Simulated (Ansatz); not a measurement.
# SnO2: how the free axis answers a strain

SnO2, P4_2/mnm, a = 4.759 Å, c = 3.201 Å. Ansatz: r2SCAN, PAW, 500 eV, Γ-centred 6×6×8 mesh on 6 atoms, Gaussian smearing 0.02 eV; no spin polarisation. Series: biaxial strain in the a-b plane, c and atoms relaxed; x is the strain in per cent. y is the change of c in per cent of 3.201 Å.

| x (%) | y (%) |
| --- | --- |
| -4.5 | ? |
| -3.0 | 2.34 |
| -1.5 | 1.10 |
| 0.0 | 0.00 |
| 1.5 | -0.99 |
| 3.0 | -1.85 |
| 4.5 | -2.59 |

Question: Fit y = c1 x + c2 x² to the other rows, say what c1 measures, and predict the missing y.

Answer: Least squares on the rows shown. y = −0.6979 x + 0.02714 x². With no stress along c, c1 = −2C13/C33 = -0.698. At x = -4.5 the fit asked for gives 3.69 %. The run gave 3.72 %, so the fit is 0.03 % too low, a small miss on the scale of the series.